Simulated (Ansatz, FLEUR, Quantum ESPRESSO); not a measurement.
# MnO2: 3 runs at one level of theory

```
Mn O
1.0
     2.85496    0.00000    0.00000
    -1.42748    2.47246    0.00000
     0.00000    0.00000   10.22174
Mn O
2 4
Cartesian
  0.0000 0.0000 5.1109
  0.0000 0.0000 0.0000
  1.4275 0.8242 4.1588
  1.4275 0.8242 0.9521
  0.0000 1.6483 6.0630
  0.0000 1.6483 9.2697
```

Measurements of this composition are mostly on another form, of space group No. 136.

Alike in all runs: task band structure; functional LDA; k mesh 11 × 11 × 3; occupations fermi-dirac, width 0.05 eV; collinear spin, ferromagnetic start; no spin-orbit coupling. LDA stands for any of its common fits. Pressure is positive in compression and, in plane waves, holds the error of the finite cutoff. Gaps are the smaller of the mesh's and the band path's.

| program and potentials | plane-wave cutoff (eV) | notes | band gap (eV) | pressure (GPa) | net moment per atom (μB) | largest force (eV/Å) |
| --- | --- | --- | --- | --- | --- | --- |
| Quantum ESPRESSO, GBRV 1.5 LDA | 612 | - | 0.49 | -7.55 | 1.00 | 0.536 |
| FLEUR, all-electron, FLAPW | - | - | 0.51 | - | 1.00 | - |
| Ansatz, all-electron LAPW, scalar-relativistic | - | - | ? | ? | ? | ? |

**Question.** Estimate from the other rows what the run with Ansatz, all-electron LAPW, scalar-relativistic gave.

**Answer.** Band gap 0.51 eV; pressure -7.94 GPa; net moment per atom 1.00 μB; largest force 0.591 eV/Å. The other rows, which needn't bracket it: band gap 0.49 to 0.51; pressure -7.55; net moment per atom 1.00; largest force 0.536.
